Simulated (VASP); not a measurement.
# Fe (Im-3m) in VASP: notebook

The runs below take Fe through relaxation of cell and atoms, with PBEsol.

Everything below comes from runs of VASP 6.6.1. Logs are shortened: lines on timing, memory, paths and dates and some standing lists are left out, and cuts for length are marked.

## (1) The crystal as given

It takes space group Im-3m (No. 229, cubic). The conventional cell has a = 2.859 Å, b = 2.859 Å, c = 2.859 Å, α = 90.00°, β = 90.00°, γ = 90.00°. Fe (site symmetry m-3m) has 8 Fe at 2.48 Å as nearest neighbours.

## (2) Relaxation of cell and atoms, PBEsol, collinear spin, ferromagnetic start

The input, INCAR:

```
SYSTEM = Fe
ALGO     = Normal         ! electronic algorithm
EDIFF    = 1E-7           ! SCF threshold, eV
EDIFFG   = -0.005         ! ionic threshold
ENCUT    = 580            ! plane-wave cutoff, eV
GGA      = PS             ! functional
IBRION   = 2              ! ionic algorithm
ISIF     = 3              ! what is computed and relaxed
ISMEAR   = 0              ! smearing method
ISPIN    = 2              ! spin polarisation
LASPH    = .True.         ! aspherical terms in the spheres
LCHARG   = .False.        ! write CHGCAR
LMAXMIX  = 4              ! l up to which the mixer works
LORBIT   = 11             ! projections on sites
LREAL    = .False.        ! projectors in reciprocal space
LWAVE    = .False.        ! write WAVECAR
MAGMOM   = 3              ! initial moments
NELM     = 100            ! most SCF steps
NSW      = 90             ! ionic steps
PREC     = Accurate       ! precision mode
SIGMA    = 0.1            ! smearing width, eV
```

The input, KPOINTS:

```
k-points
0
Gamma
  20 20 20
  0 0 0
```

The input, POSCAR:

```
Fe
1.0
   -1.4295500000      1.4295500000      1.4295500000
    1.4295500000     -1.4295500000      1.4295500000
    1.4295500000      1.4295500000     -1.4295500000
Fe
1
Direct
    0.0000000000      0.0000000000      0.0000000000
```

Potentials or basis: VASP PAW PBE potentials, release 64 (Fe).

The run is started by

```console
$ cat potpaw_PBE.64/Fe/POTCAR > POTCAR
$ mpirun -np 1 vasp_std > vasp.out
```

OUTCAR:

```text
SYSTEM = Fe
   EDIFF = 1E-7
   EDIFFG = -0.005
   ENCUT = 580
   GGA = PS
   IBRION = 2
   ISIF = 3
   ISMEAR = 0
   ISPIN = 2
   LASPH = .True.
   LORBIT = 11
   LREAL = .False.
   NELM = 100
   NSW = 90
   PREC = Accurate

 ion  position               nearest neighbor table
   1  0.000  0.000  0.000-

  LATTYP: Found a body centered cubic cell.
 ALAT       =     2.8591000000

  Lattice vectors:

 A1 = (  -1.4295500000,   1.4295500000,   1.4295500000)
 A2 = (   1.4295500000,  -1.4295500000,   1.4295500000)
 A3 = (   1.4295500000,   1.4295500000,  -1.4295500000)

Analysis of symmetry for initial positions (statically):
=====================================================================
 Subroutine PRICEL returns:
 Original cell was already a primitive cell.

 Routine SETGRP: Setting up the symmetry group for a
 body centered cubic supercell.

 Subroutine GETGRP returns: Found 48 space group operations
 (whereof 48 operations were pure point group operations)
 out of a pool of 48 trial point group operations.

The static configuration has the point symmetry O_h .

Analysis of symmetry for dynamics (positions and initial velocities):
=====================================================================
 Subroutine PRICEL returns:
 Original cell was already a primitive cell.

 Routine SETGRP: Setting up the symmetry group for a
 body centered cubic supercell.

 Subroutine GETGRP returns: Found 48 space group operations
 (whereof 48 operations were pure point group operations)
 out of a pool of 48 trial point group operations.

The dynamic configuration has the point symmetry O_h .

Analysis of structural, dynamic, and magnetic symmetry:
=====================================================================
 Subroutine PRICEL returns:
 Original cell was already a primitive cell.

 Routine SETGRP: Setting up the symmetry group for a
 body centered cubic supercell.

 Subroutine GETGRP returns: Found 48 space group operations
 (whereof 48 operations were pure point group operations)
 out of a pool of 48 trial point group operations.

The overall configuration has the point symmetry O_h .

 Subroutine INISYM returns: Found 48 space group operations
 (whereof 48 operations are pure point group operations),
 and found     1 'primitive' translations

----------------------------------------------------------------------------------------

                                     Primitive cell

  volume of cell :      11.6858

  direct lattice vectors                    reciprocal lattice vectors
    -1.429550000  1.429550000  1.429550000     0.000000000  0.349760414  0.349760414
     1.429550000 -1.429550000  1.429550000     0.349760414  0.000000000  0.349760414
     1.429550000  1.429550000 -1.429550000     0.349760414  0.349760414  0.000000000

  length of vectors
     2.476053232  2.476053232  2.476053232     0.494635921  0.494635921  0.494635921

  position of ions in fractional coordinates (direct lattice)
     0.000000000  0.000000000  0.000000000

  ion indices of the primitive-cell ions
   primitive index   ion index
                 1           1

----------------------------------------------------------------------------------------

 KPOINTS: k-points

Automatic generation of k-mesh.
 Grid dimensions read from file:
 generate k-points for:   20   20   20

 Generating k-lattice:

  Cartesian coordinates                     Fractional coordinates (reciprocal lattice)
     0.000000000  0.017488021  0.017488021     0.050000000  0.000000000  0.000000000
     0.017488021  0.000000000  0.017488021     0.000000000  0.050000000  0.000000000
     0.017488021  0.017488021  0.000000000     0.000000000  0.000000000  0.050000000

  Length of vectors
     0.024731796  0.024731796  0.024731796

  Shift w.r.t. Gamma in fractional coordinates (k-lattice)
     0.000000000  0.000000000  0.000000000

 Subroutine IBZKPT returns following result:
 ===========================================

 Found    256 irreducible k-points:

 Following reciprocal coordinates:
            Coordinates               Weight
  0.000000  0.000000  0.000000      1.000000
  0.050000  0.000000  0.000000     12.000000
  0.100000  0.000000  0.000000     12.000000
  0.150000  0.000000  0.000000     12.000000
  0.200000  0.000000  0.000000     12.000000
  0.250000  0.000000  0.000000     12.000000
[... 16 lines left out ...]
  0.200000  0.100000 -0.000000     48.000000
  0.250000  0.100000  0.000000     48.000000
 [... further k-points ...]
   k-points           NKPTS =    256   k-points in BZ     NKDIM =    256   number of bands    NBANDS=     10
   number of dos      NEDOS =    301   number of ions     NIONS =      1
   total plane-waves  NPLWV =   8000
   dimension x,y,z NGX =    20 NGY =   20 NGZ =   20
   dimension x,y,z NGXF=    40 NGYF=   40 NGZF=   40
   ions per type =               1
   NGX,Y,Z   is equivalent  to a cutoff of  13.43, 13.43, 13.43 a.u.
   NGXF,Y,Z  is equivalent  to a cutoff of  26.86, 26.86, 26.86 a.u.
 SYSTEM =  Fe
   PREC   = accura    normal or accurate (medium, high low for compatibility)
   ISTART =      0    job   : 0-new  1-cont  2-samecut
   ICHARG =      2    charge: 1-file 2-atom 10-const
   ISPIN  =      2    spin polarized calculation?
   LNONCOLLINEAR =      F non collinear calculations
   LSORBIT =      F    spin-orbit coupling
   LASPH  =      T    aspherical Exc in radial PAW
   ENCUT  =  580.0 eV  42.63 Ry    6.53 a.u.   4.86  4.86  4.86*2*pi/ulx,y,z
   NELM   =    100;   NELMIN=  2; NELMDL= -5     # of ELM steps
   EDIFF  = 0.1E-06   stopping-criterion for ELM
   LREAL  =      F    real-space projection
   EDIFFG = -.5E-02   stopping-criterion for IOM
   NSW    =     90    number of steps for IOM
   IBRION =      2    ionic relax: 0-MD 1-quasi-New 2-CG
   NFREE  =      1    steps in history (QN), initial steepest desc. (CG)
   ISIF   =      3    stress and relaxation
   ISYM   =      2    0-nonsym 1-usesym 2-fastsym
   POTIM  = 0.5000    time-step for ionic-motion
   TEBEG  =    0.0;   TEEND  =   0.0 temperature during run
   PSTRESS=    0.0 pullay stress
   NELECT =       8.0000    total number of electrons
   NUPDOWN=      -1.0000    fix difference up-down
   EMIN   =  10.00;   EMAX   =-10.00  energy-range for DOS
   EFERMI =   0.00;   METHOD = LEGACY
   ISMEAR =     0;   SIGMA  =   0.10  broadening in eV -4-tet -1-fermi 0-gaus
   EFERMI_NEDOS =   21; number of points for ismear=-14 and -15
   IALGO  =     38    algorithm
   IMIX   =      4    mixing-type and parameters
     AMIX     =   0.40;   BMIX     =  1.00
     AMIX_MAG =   1.60;   BMIX_MAG =  1.00
  volume/ion in A,a.u.               =      11.69        78.86
  Fermi-wavevector in a.u.,A,eV,Ry     =   1.442842  2.726576 28.324519  2.081793
  Thomas-Fermi vector in A             =   2.561317
   LORBIT       =     11    0 simple, 1 ext, 2 COOP (PROOUT), +10 PAW based schemes
   GGA     = PS    functional components
   LHFCALC =     F    Hartree Fock is set to
   AEXX    =    0.0000 exact exchange contribution
   IVDW    =     0    specifies the selected vdW correction
   LEPSILON=     F    determine dielectric tensor
   LRPA    =     F    only Hartree local field effects (RPA)
 conjugate gradient relaxation of ions
 spin polarized calculation
 Gauss-broadening in eV      SIGMA  =   0.10
  energy-cutoff  :      580.00
  volume of cell :       11.69
 maximum number of plane-waves:       384
   NGX =  9   NGY =  9   NGZ =  9

--------------------------------------- Ionic step        1  -------------------------------------------

 number of electron       7.9999999 magnetization       2.2454405

 Free energy of the ion-electron system (eV)
  ---------------------------------------------------
  ext. energy  EPLUGINS =         0.00000000
  ---------------------------------------------------
  free energy    TOTEN  =        -8.88054788 eV

  energy without entropy =       -8.87568612  energy(sigma->0) =       -8.87811700

------------------------ aborting loop because EDIFF is reached ----------------------------------------

  FORCE on cell =-STRESS in cart. coord.  units (eV):
  Direction    XX          YY          ZZ          XY          YZ          ZX
  --------------------------------------------------------------------------------------
  -------------------------------------------------------------------------------------
  Total       -1.0111089     -1.0111089     -1.0111089      0.0000000      0.0000000      0.0000000
  in kB     -138.6278444   -138.6278444   -138.6278444      0.0000000      0.0000000      0.0000000
  external PRESSURE =    -138.6278444 kB  Pullay stress =       0.0000000 kB
[... 90 lines left out ...]
  energy  without entropy=       -8.9172920537  energy(sigma->0) =       -8.91943387

--------------------------------------- Ionic step        4  -------------------------------------------

 number of electron       8.0000000 magnetization       2.0908808

 Free energy of the ion-electron system (eV)
  ---------------------------------------------------
  ext. energy  EPLUGINS =         0.00000000
  ---------------------------------------------------
  free energy    TOTEN  =        -8.92160646 eV

  energy without entropy =       -8.91737596  energy(sigma->0) =       -8.91949121

 E-fermi :   6.2094     XC(G=0): -13.5674

 val. band max:        6.2065248848   @ k =  -0.4500   0.4500   0.0500
 cond. band min:       6.2200936277   @ k =  -0.4000   0.4500   0.0500
 fundamental gap:      0.0135687429
 Fermi energy:         6.2093989889

 spin component 1

 k-point     1 :       0.0000    0.0000    0.0000
  band No.  band energies     occupation
      1      -2.6242      1.00000
      2       3.7935      1.00000
      3       3.7935      1.00000
      4       3.7935      1.00000
      5       5.1531      1.00000
      6       5.1531      1.00000
      7      31.6166      0.00000
      8      31.6166      0.00000
      9      31.6166      0.00000
     10      37.0504      0.00000
[... 287 lines left out ...]
 k-point    24 :       0.2500    0.1000    0.0000
  band No.  band energies     occupation
      1       0.6323      1.00000
      2       3.0094      1.00000
      3       3.4982      1.00000
      4       4.9547      1.00000
      5       5.3700      1.00000
      6       5.9698      0.99965
      7      20.3575      0.00000
      8      24.8604      0.00000
      9      28.5762      0.00000
     10      31.9241      0.00000

 [... further k-points ...]

 spin component 2

 k-point     1 :       0.0000    0.0000    0.0000
  band No.  band energies     occupation
      1      -2.3583      1.00000
      2       5.6109      1.00000
      3       5.6109      1.00000
      4       5.6109      1.00000
      5       7.7181      0.00000
      6       7.7182      0.00000
      7      31.5459      0.00000
      8      31.5459      0.00000
      9      31.5459      0.00000
     10      37.3784      0.00000
[... 327 lines left out ...]
  FREE ENERGIE OF THE ION-ELECTRON SYSTEM (eV)
  ---------------------------------------------------
  free  energy   TOTEN  =        -8.9216064622 eV

  energy  without entropy=       -8.9173759639  energy(sigma->0) =       -8.91949121

 reached required accuracy - stopping structural energy minimisation

 total charge

# of ion       s       p       d       tot
------------------------------------------
    1        0.512   0.592   6.278   7.382

 magnetization (x)

# of ion       s       p       d       tot
------------------------------------------
    1       -0.012  -0.049   2.133   2.072
```

Wall time 2 min (1 thread of Intel Xeon Platinum 8488C (Sapphire Rapids), shared host); peak memory 0.19 GiB.

Results:

```
Free energy                                           : -8.9216 eV
Relaxed volume                                        : 10.80 Å³/atom
Relaxed cell                                          : a = 2.412 Å, b = 2.412 Å, c = 2.412 Å, α = 109.47°, β = 109.47°, γ = 109.47°
Space group after relaxing (to 0.05 Å)                : Im-3m (No. 229)
Energy gained by relaxing                             : 41.1 meV/atom
Ionic steps                                           : 4
Pressure after relaxing                               : -0.1 GPa
Band gap on the k mesh                                : none (metal or under the smearing width)
Net moment                                            : 2.09 μB per cell
Site moments                                          : Fe +2.07 μB
Valence electrons inside the program's atomic spheres : Fe 7.38
```

The path:
```csv
step,energy change (eV),largest force (eV/Å),pressure (GPa),volume (Å³)
1,0.0000,0.0000,-13.86,11.69
2,0.0014,0.0000,19.54,10.06
3,-0.0410,0.0000,-0.44,10.82
4,-0.0411,0.0000,-0.07,10.80
```

Final structure:
```
Fe
1.0
    -1.39268    1.39268    1.39268
     1.39268   -1.39268    1.39268
     1.39268    1.39268   -1.39268
Fe
1
Direct
  0.00000 0.00000 0.00000
```

Levels at points of the mesh, in eV from the Fermi level:
Spin up:
| k point | band 2 | band 3 | band 4 | band 5 | band 6 | band 7 | band 8 | band 9 |
| --- | --- | --- | --- | --- | --- | --- | --- | --- |
| (0.00, 0.00, 0.00) | -2.42 | -2.42 | -2.42 | -1.06 | -1.06 | 25.41 | 25.41 | 25.41 |
| (0.50, 0.00, 0.00) | -3.60 | -0.99 | -0.84 | 0.41 | 0.51 | 7.78 | 18.70 | 20.92 |
| (0.50, 0.50, 0.50) | -5.17 | 0.21 | 0.21 | 0.21 | 10.19 | 10.19 | 10.19 | 16.13 |
Spin down:
```csv
k point,band 1,band 2,band 3,band 4,band 5,band 6,band 7
"(0.00, 0.00, 0.00)",-8.57,-0.60,-0.60,-0.60,1.51,1.51,25.34
"(0.50, 0.00, 0.00)",-4.00,-1.97,0.64,1.38,1.79,2.62,9.13
"(0.50, 0.50, 0.50)",-3.45,-3.45,2.29,2.29,2.29,10.55,10.55
```

Caveat: the PAW data sets were made with another functional, which shifts forces and pressure a little.

(Continued in part 2 of 2.)
